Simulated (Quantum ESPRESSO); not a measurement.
# Fe under changes of volume

One of the cells (12.019 Å³/atom); the others are scaled copies at fixed shape and fractional positions:

```
Fe
1.0
    -1.44300    1.44300    1.44300
     1.44300   -1.44300    1.44300
     1.44300    1.44300   -1.44300
Fe
1
Direct
  0.00000 0.00000 0.00000
```

* Program: Quantum ESPRESSO 7.5
* Functional: PBE
* Potentials or basis: SSSP 1.3 efficiency PBE
* Cutoff: 871 eV
* Density cutoff: 10640 eV
* k mesh: 13 × 13 × 13
* Occupations: fermi-dirac, width 0.05 eV
* Spin: collinear spin, ferromagnetic start
* Starting moments: [3.0] μB

```csv
volume (Å³/atom),energy over the lowest point (meV/atom),moment (μB per cell)
11.298,0.00,2.12
11.538,1.37,2.15
11.778,8.42,2.19
12.019,19.97,2.25
12.259,34.66,2.32
12.499,52.16,2.39
12.740,?,?
```

Problem. What does the run at 12.740 Å³/atom give?

Solution. Energy over the lowest point 71.13 meV/atom; moment 2.50 μB per cell.

Worked out: A Birch-Murnaghan fit of order 3 (a polynomial in V^(-2/3)) to the other rows has its minimum at 11.36 Å³/atom with B0 = V·E''(V) = 208 GPa (rough, since the energies scatter). It gives 71.44 meV/atom at 12.740 Å³/atom, against the run's 71.13. Pressures are left out, since they don't match the slope of the energies. A parabola through the other rows of the moment, of slope 0.395 μB per Å³/atom there, extrapolates to 2.48 μB, against the run's 2.50.

Energies are extrapolated to zero smearing.
